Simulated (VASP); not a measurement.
**CuI: G0W0 quasiparticle levels with LDA**

The system is CuI.

```xyz
4
Lattice="4.0902 0.0000 0.0000 0.0000 4.0902 0.0000 0.0000 0.0000 6.5515" Properties=species:S:1:pos:R:3 pbc="T T T"
I     0.0000    2.0451    4.8680
I     2.0451    0.0000    1.6835
Cu    0.0000    0.0000    0.0000
Cu    2.0451    2.0451    0.0000
```

Measurements of this composition are mostly on another form, of space group No. 216.

```json
{
 "Program": "VASP 6.6.1",
 "Task": "G0W0 quasiparticle levels",
 "Functional": "LDA",
 "Potentials or basis": "VASP PAW LDA potentials, release 64 (I_GW, Cu_GW)",
 "Cutoff": "500 eV",
 "k mesh": "4 × 4 × 2",
 "Occupations": "gaussian, width 0.01 eV",
 "Spin": "no spin polarisation",
 "Ladder": "free",
 "GW scheme": "G0W0",
 "GW iterations": "1",
 "Cutoff of the response function": "120",
 "Frequency points": "50",
 "Empty bands": "327",
 "Further INCAR settings": "ALGO = EVGW0; EDIFF = 1e-08; NBANDS = 345"
}
```

- Band gap on the k mesh, mean-field level: 1.42 eV, direct
- Quasiparticle gap: 2.67 eV
- Least direct quasiparticle gap: 2.67 eV

Levels at points of the mesh, in eV from the valence-band top:
| k point | band 14 | band 15 | band 16 | band 17 | band 18 | band 19 | band 20 | band 21 | band 22 |
| --- | --- | --- | --- | --- | --- | --- | --- | --- | --- |
| (0.00, 0.00, 0.00) | -1.41 | -1.22 | -0.79 | 0.00 | 0.00 | 1.42 | 2.97 | 3.27 | 4.96 |
| (0.50, 0.00, 0.00) | -1.95 | -1.15 | -1.15 | -0.48 | -0.48 | 3.53 | 3.53 | 4.92 | 4.92 |
| (0.50, 0.50, 0.00) | -1.74 | -1.72 | -1.72 | -1.13 | -1.13 | 2.58 | 2.58 | 2.75 | 2.75 |
| (0.00, 0.00, 0.50) | -1.33 | -1.33 | -1.22 | -0.29 | -0.29 | 3.14 | 3.15 | 3.37 | 4.38 |
| (0.50, 0.00, 0.50) | -1.96 | -0.76 | -0.76 | -0.45 | -0.45 | 2.17 | 2.17 | 5.12 | 5.12 |
| (0.50, 0.50, 0.50) | -1.80 | -1.74 | -1.74 | -1.05 | -1.05 | 4.00 | 4.00 | 4.03 | 4.03 |

Run time: 9.6 min on 4 MPI ranks on Intel(R) Xeon(R) Platinum 8559C (Emerald Rapids), with other jobs on the host, peak memory 2.3 GiB a rank.

Caveat: the k mesh is coarse (spacing up to 0.48 Å⁻¹), so the values aren't converged; bands, screening cutoff and mesh are small and nothing is extrapolated, so the quasiparticle values aren't converged; spin-orbit coupling is left out, which moves the levels of the heavy elements.
